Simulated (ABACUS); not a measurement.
**Hf under changes of volume**

One of the cells (22.380 Å³/atom); the others are scaled copies at fixed shape and fractional positions:

```
Hf
1.0
     3.19670    0.00000    0.00000
    -1.59835    2.76842    0.00000
     0.00000    0.00000    5.05780
Hf
2
Cartesian
  1.5984 0.9228 3.7934
  0.0000 1.8456 1.2645
```

- Program: ABACUS 3.10.1
- Functional: PBEsol
- Potentials or basis: SPMS ONCV 1.0 PBE
- Cutoff: 816 eV
- Density cutoff: 3265 eV
- Basis: plane waves
- k mesh: 8 × 8 × 4
- Occupations: fermi-dirac, width 0.05 eV
- Spin: no spin polarisation

| volume (Å³/atom) | energy over the lowest point (meV/atom) | pressure (GPa) |
| --- | --- | --- |
| 21.037 | ? | ? |
| 21.485 | 0.00 | 1.0 |
| 21.933 | 0.69 | -1.4 |
| 22.380 | 7.70 | -3.6 |
| 22.828 | 20.46 | -5.5 |
| 23.276 | 38.47 | -7.3 |
| 23.723 | 61.28 | -9.0 |

**Question.** What does the run at 21.037 Å³/atom give?

**Answer.** Energy over the lowest point 6.32 meV/atom; pressure 3.6 GPa.

Worked out: A Birch-Murnaghan fit of order 3 (a polynomial in V^(-2/3)) to the other rows has its minimum at 21.66 Å³/atom with B0 = V·E''(V) = 115 GPa and B' = 3.4 at fixed shape and positions, which overstates the stiffness. It gives 6.19 meV/atom at 21.037 Å³/atom, against the run's 6.32, and -dE/dV = 3.5 GPa, against 3.6.

Energies are extrapolated to zero smearing.

Caveats: the potentials were made for another functional, which shifts forces and pressure.
